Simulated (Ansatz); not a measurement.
## ZrO₂: energy along a strain

ZrO₂, P4_2/nmc, a = 3.601 Å, c = 5.228 Å. This isn't the usual stable structure of the compound. Ansatz: r2SCAN, PAW, 500 eV, Γ-centred 6×6×6 mesh on 6 atoms, Gaussian smearing 0.05 eV; no spin polarisation. Cell vectors (Å): 3.601 0.000 0.000; 0.000 3.601 0.000; 0.000 0.000 5.228. The cell is strained by x per cent times the pattern (1 0 0 0 0 0) in the order xx yy zz yz xz xy (engineering shears), with fractional coordinates held. y is the free energy over the start, V0 = 11.302 Å³/atom.

| x (%) | y (meV/atom) |
| --- | --- |
| -2.00 | ? |
| -1.50 | 3.70 |
| -1.00 | 1.62 |
| -0.50 | 0.40 |
| 0.00 | 0.00 |
| 0.50 | 0.40 |
| 1.00 | 1.57 |
| 1.50 | 3.46 |
| 1.75 | 4.68 |
| 2.00 | 6.06 |

Fit y = c2 x² + c3 x³ to the other rows, get the stiffness along the pattern, and predict the missing energy.

Least squares on the rows shown. y = 1.590 x² − 0.03645 x³. The clamped-ion stiffness p·C·p = 2 × 15.90 eV × 160.2 / 11.302 Å³ = 451 GPa, which is C11 in these axes. At x = -2.00 the fit asked for gives 6.65 meV/atom. The run gave 6.68 meV/atom, so the fit is 0.03 meV/atom too low, a small miss on the scale of the series.